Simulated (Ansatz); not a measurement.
## HfO2 under strain — electric field gradients

The cell is an entry of the Crystallography Open Database (COD), relaxed with PBE at fixed cell and then changed (z compressed by 3 %, ions relaxed).

```
CELL_PARAMETERS angstrom
5.11800 0.00000 0.00000
0.00000 5.18570 0.00000
-0.85866 0.00000 5.05745
ATOMIC_POSITIONS crystal
Hf 0.27614 0.04021 0.20802
Hf 0.72386 0.54021 0.29198
Hf 0.72386 0.95979 0.79198
Hf 0.27614 0.45979 0.70802
O 0.44618 0.75935 0.48575
O 0.55382 0.25935 0.01425
O 0.55382 0.24065 0.51425
O 0.44618 0.74065 0.98575
O 0.08114 0.35929 0.31876
O 0.91886 0.85929 0.18124
O 0.91886 0.64071 0.68124
O 0.08114 0.14071 0.81876
```

Atoms are numbered from 1 in the order listed; like atoms form one site, named after its first atom.

All values are calculated (Ansatz; DFT, PBE, plane waves and PAW, scalar-relativistic, 420 eV cutoff, Γ-centred 6×6×6 k-points, Fermi–Dirac smearing 0.02 eV), not measured.

C_Q = eQV_zz/h, which is 24.18 MHz for Q = 1 b and V_zz = 10²¹ V/m²; η = (V_xx − V_yy)/V_zz.

Hf-177: I = 7/2, Q = 3365 mb; ¹⁷O: I = 5/2, Q = -25.58 mb. Nuclear quadrupole moments: year-2017 set (Pyykkö).

```csv
site,atoms (order as listed),first shell,V_zz (10²¹ V/m²),η,C_Q (MHz)
Hf,"1, 2, 3, 4",7 O at 2.04–2.20 Å,16.06,0.08,1307
O5,"5, 6, 7, 8",4 Hf at 2.12–2.20 Å,-1.60,0.53,0.988
O9,"9, 10, 11, 12",3 Hf at 2.04–2.14 Å,-1.67,0.77,1.03
```

Without spin–orbit coupling the gradients at and beside Hf can be off by some per cent, at some sites by more. At this changed cell the PBE pressure is 10 GPa.

The relaxation (6 steps) took 64 s of wall time (4.1 min of CPU time) and 1.1 GiB at its peak, on 4 threads of Arm Neoverse V2 (aarch64; 8 cores open to the job, memory cap 8.0 GiB, no GPU), a shared host with a load of 0.3 a core.
